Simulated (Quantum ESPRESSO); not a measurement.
The system is Rb.

```xyz
1
Lattice="-2.8025 2.8025 2.8025 2.8025 -2.8025 2.8025 2.8025 2.8025 -2.8025" Properties=species:S:1:pos:R:3 pbc="T T T"
Rb    0.0000    0.0000    0.0000
```

```yaml
Program: Quantum ESPRESSO 7.5
Task: single point
Functional: PBE
Potentials_or_basis: SSSP 1.3 efficiency PBE
Cutoff: 816 eV
Density_cutoff: 3265 eV
k_mesh: 7 × 7 × 7
Occupations: fermi-dirac, width 0.05 eV
Spin: no spin polarisation
```

On this cell: pressure 0.1 GPa; band gap on the k mesh none (metal or under the smearing width).

The same run follows on a disturbed copy (cell strained at random at fixed volume):

```
Rb
1.0
    -2.92087    2.82641    2.71242
     2.91628   -2.85910    2.74053
     2.84329    2.78152   -2.74511
Rb
1
Direct
  0.00230 0.99471 0.99463
```

Task: What changes?

Result: The energy (extrapolated to zero smearing) moves by +0.1 meV/atom; pressure 0.1 GPa; band gap on the k mesh none (metal or under the smearing width).

Stress tensor (GPa, compression positive):
```
0.12 0.07 0.01
0.07 0.10 0.03
0.01 0.03 0.07
```
